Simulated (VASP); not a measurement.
# MoS2 in VASP: further runs, part 2 of 2

VASP 6.6.1. The steps go on from the part before.

## Step 3: Single point, LDA

This run uses another cell than the first one, of 35.05 Å³/atom, 1.025 times its volume.

INCAR

```
ALGO = Normal ; EDIFF = 1E-6
ENCUT = 520 ; ISIF = 2
ISMEAR = 0 ; LASPH = True
LCHARG = False ; LREAL = False
LWAVE = False ; NBANDS = 35
NELM = 100 ; PREC = Accurate
SIGMA = 0.01
```

KPOINTS

```
k-points
0
Gamma
  8 8 1
```

POSCAR

```
MoS2
1.0
    3.1600000000      0.0000000000      0.0000000000
   -1.5800000000      2.7366402760      0.0000000000
    0.0000000000      0.0000000000     24.3200000000
S Mo
4 2
Direct
    0.3333333333      0.6666666667      0.3083881579
    0.3333333333      0.6666666667      0.4366776316
    0.6666666667      0.3333333333      0.5633223684
    0.6666666667      0.3333333333      0.6916118421
    0.6666666667      0.3333333333      0.3725328947
    0.3333333333      0.6666666667      0.6274671053
```

Potentials or basis: VASP PAW LDA potentials, release 64 (S, Mo_sv).

The run is started by

```
$ cat potpaw_LDA.64/S/POTCAR potpaw_LDA.64/Mo_sv/POTCAR > POTCAR
$ mpirun -np 1 vasp_std > vasp.out
```

OUTCAR:

```text
EDIFF = 1E-6
   ENCUT = 520
   ISIF = 2
   ISMEAR = 0
   LASPH = True
   LREAL = False
   NELM = 100
   PREC = Accurate

 ion  position               nearest neighbor table
   1  0.333  0.667  0.308-   5 2.40   5 2.40   5 2.40
   2  0.333  0.667  0.437-   5 2.40   5 2.40   5 2.40
   3  0.667  0.333  0.563-   6 2.40   6 2.40   6 2.40
   4  0.667  0.333  0.692-   6 2.40   6 2.40   6 2.40
   5  0.667  0.333  0.373-   1 2.40   1 2.40   1 2.40   2 2.40   2 2.40   2 2.40
   6  0.333  0.667  0.627-   4 2.40   4 2.40   4 2.40   3 2.40   3 2.40   3 2.40

  LATTYP: Found a hexagonal cell.
 ALAT       =     3.1600000000
 C/A-ratio  =     7.6962025316

  Lattice vectors:

 A1 = (   3.1600000000,   0.0000000000,   0.0000000000)
 A2 = (  -1.5800000000,   2.7366402760,   0.0000000000)
 A3 = (   0.0000000000,   0.0000000000,  24.3200000000)

Analysis of symmetry for initial positions (statically):
=====================================================================
 Subroutine PRICEL returns:
 Original cell was already a primitive cell.

 Routine SETGRP: Setting up the symmetry group for a
 hexagonal supercell.

 Subroutine GETGRP returns: Found 12 space group operations
 (whereof 12 operations were pure point group operations)
 out of a pool of 24 trial point group operations.

The static configuration has the point symmetry D_3d.

Analysis of symmetry for dynamics (positions and initial velocities):
=====================================================================
 Subroutine PRICEL returns:
 Original cell was already a primitive cell.

 Routine SETGRP: Setting up the symmetry group for a
 hexagonal supercell.

 Subroutine GETGRP returns: Found 12 space group operations
 (whereof 12 operations were pure point group operations)
 out of a pool of 24 trial point group operations.

[... 113 lines left out ...]
     AMIX_MAG =   1.60;   BMIX_MAG =  1.00
  volume/ion in A,a.u.               =      35.05       236.54
  Fermi-wavevector in a.u.,A,eV,Ry     =   1.027511  1.941714 14.364744  1.055779
  Thomas-Fermi vector in A             =   2.161460
   LORBIT       =      0    0 simple, 1 ext, 2 COOP (PROOUT), +10 PAW based schemes
   GGA     = CA    functional components
   LHFCALC =     F    Hartree Fock is set to
   AEXX    =    0.0000 exact exchange contribution
   IVDW    =     0    specifies the selected vdW correction
   LEPSILON=     F    determine dielectric tensor
   LRPA    =     F    only Hartree local field effects (RPA)
 non-spin polarized calculation
 Gauss-broadening in eV      SIGMA  =   0.01
  energy-cutoff  :      520.00
  volume of cell :      210.31
 maximum number of plane-waves:      5684
 NGX is ok and might be reduce to    24

 number of electron      52.0000001 magnetization

 Free energy of the ion-electron system (eV)
  ---------------------------------------------------
  ext. energy  EPLUGINS =         0.00000000
  ---------------------------------------------------
  free energy    TOTEN  =       -48.79997141 eV

  energy without entropy =      -48.79997141  energy(sigma->0) =      -48.79997141

 E-fermi :   0.9047     XC(G=0):  -6.0585

 val. band max:        0.8249331876   @ k =   0.0000   0.0000   0.0000
 cond. band min:       2.1875360917   @ k =   0.2500   0.1250   0.0000
 fundamental gap:      1.3626029040
 Fermi energy:         0.9047483425

 k-point     1 :       0.0000    0.0000    0.0000
  band No.  band energies     occupation
      1     -60.0906      2.00000
      2     -60.0906      2.00000
      3     -34.4512      2.00000
      4     -34.4512      2.00000
      5     -34.2046      2.00000
      6     -34.2046      2.00000
[... 369 lines left out ...]
     34       5.3168      0.00000
     35       7.1712      0.00000

------------------------ aborting loop because EDIFF is reached ----------------------------------------

  FORCE on cell =-STRESS in cart. coord.  units (eV):
  Direction    XX          YY          ZZ          XY          YZ          ZX
  --------------------------------------------------------------------------------------
  -------------------------------------------------------------------------------------
  Total       -3.0732363     -3.0732363     -2.5865042     -0.0000000      0.0000000     -0.0000000
  in kB      -23.4119812    -23.4119812    -19.7040453     -0.0000000      0.0000000     -0.0000000
  external PRESSURE =     -22.1760026 kB  Pullay stress =       0.0000000 kB

 VOLUME and BASIS-vectors are now :
 -----------------------------------------------------------------------------
  energy-cutoff  :      520.00
  volume of cell :      210.31
      direct lattice vectors                 reciprocal lattice vectors
     3.160000000  0.000000000  0.000000000     0.316455696  0.182705781  0.000000000
    -1.580000000  2.736640276  0.000000000     0.000000000  0.365411563  0.000000000
     0.000000000  0.000000000 24.320000000     0.000000000  0.000000000  0.041118421

 POSITION                                       TOTAL-FORCE (eV/Angst)
 -----------------------------------------------------------------------------------
     -0.00000      1.82443      7.50000         0.000000      0.000000      0.391282
     -0.00000      1.82443     10.62000         0.000000      0.000000     -0.304925
      1.58000      0.91221     13.70000        -0.000000     -0.000000      0.304925
      1.58000      0.91221     16.82000         0.000000      0.000000     -0.391282
      1.58000      0.91221      9.06000         0.000000      0.000000     -0.027642
     -0.00000      1.82443     15.26000        -0.000000     -0.000000      0.027642
 -----------------------------------------------------------------------------------
    total drift:                               -0.000000      0.000000     -0.000000

  FREE ENERGIE OF THE ION-ELECTRON SYSTEM (eV)
  ---------------------------------------------------
  free  energy   TOTEN  =       -48.7999714140 eV

  energy  without entropy=      -48.7999714140  energy(sigma->0) =      -48.79997141
```

It took 72 s on 1 thread of Intel Xeon Platinum 8488C (Sapphire Rapids), shared host; peak memory 0.28 GiB.

Results:

| Property | Result |
| --- | --- |
| Free energy | -48.8000 eV |
| Largest force | 0.391 eV/Å |
| Band gap on the k mesh | 1.36 eV, indirect (least direct gap 2.01 eV) |

Forces on the atoms (eV/Å):
```
S    0.000  0.000  0.391
S    0.000  0.000 -0.305
S    0.000  0.000  0.305
S    0.000  0.000 -0.391
Mo   0.000  0.000 -0.028
Mo   0.000  0.000  0.028
```

LDA gaps usually lie below the measured ones, often by a third to a half.

## Step 4: Single point, LDA

INCAR

```
SYSTEM = MoS2
PREC = Accurate
ENCUT = 520
EDIFF = 1E-6
ISMEAR = 0
SIGMA = 0.01
LREAL = .False.
LASPH = .True.
NELM = 100
ALGO = Fast
ISIF = 2
LWAVE = .False.
LCHARG = .False.
NBANDS = 35
```

KPOINTS

```
regular mesh
0
Gamma
  8 8 1
  0 0 0
```

POSCAR

```
MoS2
1.0
    3.1210826745      0.0000000000      0.0000000000
   -1.5605413372      2.7029368834      0.0000000000
    0.0000000000      0.0000000000     24.3200000000
S Mo
4 2
Direct
    0.3333333333      0.6666666667      0.3121673620
    0.3333333333      0.6666666667      0.4399211542
    0.6506465848      0.3333333333      0.5600788458
    0.6506465848      0.3333333333      0.6878326380
    0.6666666667      0.3333333333      0.3759825515
    0.3173132515      0.6666666667      0.6240174485
```

The run is started by

```
$ cat potpaw_LDA.64/S/POTCAR potpaw_LDA.64/Mo_sv/POTCAR > POTCAR
$ mpirun -np 1 vasp_std > vasp.out
```

It took 4.7 min on 1 thread of Intel Xeon Platinum 8488C (Sapphire Rapids), shared host; peak memory 0.36 GiB.

The run converged. Its results:

```yaml
Free_energy: -48.8457 eV
Largest_force: 0.017 eV/Å
Band_gap_on_the_k_mesh: 1.29 eV, indirect (least direct gap 2.12 eV)
```

Forces on the atoms (eV/Å):
```
S    0.001  0.000 -0.017
S   -0.006  0.000  0.015
S    0.006  0.000 -0.015
S   -0.001  0.000  0.017
Mo  -0.004  0.000 -0.001
Mo   0.004  0.000  0.001
```

Levels at points of the mesh, in eV from the valence-band top:
```tsv
k point	band 24	band 25	band 26	band 27	band 28	band 29
(0.00, 0.00, 0.00)	-1.83	-0.84	0.00	2.39	2.40	2.42
(0.50, 0.00, 0.00)	-1.32	-1.21	-1.17	1.92	1.95	2.35
(0.00, 0.50, 0.00)	-1.32	-1.22	-1.16	1.92	1.95	2.36
(0.50, 0.50, 0.00)	-1.32	-1.23	-1.15	1.92	1.95	2.36
```

## Step 5: The runs side by side

```csv
cell,gap on the mesh (eV),largest force (eV/Å)
"P-3m1, 34.19 Å³/atom",1.29,0.02
"P-3m1, 35.05 Å³/atom",1.36,0.39
"P-1, 34.19 Å³/atom",1.29,0.02
```

Some of these runs hold the atoms at other places in the same cell, which the table doesn't show; runs alike in all that it shows share one row.

Alike in all rows: task single point; level LDA; potentials or basis VASP PAW LDA potentials, release 64 (S, Mo_sv); no spin polarisation; k mesh 8 × 8 × 1; cutoff (eV) 520; smearing gaussian 0.01 eV.

On the cell as given the gap runs from 1.29 eV (LDA) to 1.36 eV (LDA).

Absolute energies hang on the potentials; compare differences alone.
